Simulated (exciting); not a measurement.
## Na3Cl: single point with PBEsol

Crystal: Na3Cl.

```xyz
4
Lattice="3.4864 0.0000 0.0000 0.0000 3.4864 0.0000 0.0000 0.0000 9.4870" Properties=species:S:1:pos:R:3 pbc="T T T"
Cl    0.0000    0.0000    0.0000
Na    1.7432    1.7432    1.6539
Na    1.7432    1.7432    7.8331
Na    0.0000    0.0000    4.7435
```

The cell comes from a database or a generator and needn't be the stable form of this composition.

* Program: exciting (release sodium)
* Task: single point
* Functional: PBEsol
* Potentials or basis: all-electron LAPW+lo, shipped species files, valence relativity iora*
* rgkmax: 7.5
* k mesh: 8 × 8 × 3
* Occupations: fermi-dirac, width 0.05 eV
* Spin: no spin polarisation
* gmaxvr (cutoff of density and potential): 14 1/bohr
* lmaxapw (and lmaxmat): 10
* lmaxvr: 8
* nempty: 14
* Valence relativity: iora*
* epsengy: 1e-05 Ha
* epspot: 1e-05 Ha
* maxscl: 60
* Muffin-tin radii: Cl 1.9, Na 2.0 bohr

```json
{
 "Largest force": "0.062 eV/Å",
 "Band gap on the k mesh": "none (metal or under the smearing width)",
 "All electrons inside the program's atomic spheres": "Cl 14.72; Na 9.93, 9.94 (radii Cl 1.9, Na 2.0 bohr)"
}
```

Forces in eV/Å, atoms in the order of the input:
```
Cl   0.000  0.000  0.000
Na   0.000  0.000  0.062
Na   0.000  0.000 -0.062
Na   0.000  0.000  0.000
```

Levels at points of the mesh, in eV from the Fermi level:
```tsv
k point	band 14	band 15	band 16	band 17	band 18	band 19	band 20	band 21
(0.00, 0.00, 0.00)	-6.00	-4.31	-4.31	-2.83	-0.66	0.65	3.28	5.04
(0.50, 0.00, 0.00)	-6.64	-5.36	-4.06	0.25	0.29	1.17	2.03	3.72
(0.50, 0.50, 0.00)	-6.06	-6.06	-4.98	2.11	2.99	2.99	3.23	3.23
```

Run time: 7.3 min on 1 thread of AMD EPYC 9R45 96-Core Processor (Zen 5), on a shared host, peak memory 0.24 GiB.

Caveat: the log's total energy holds no entropy term; the free energy is that total less TS from the occupations.
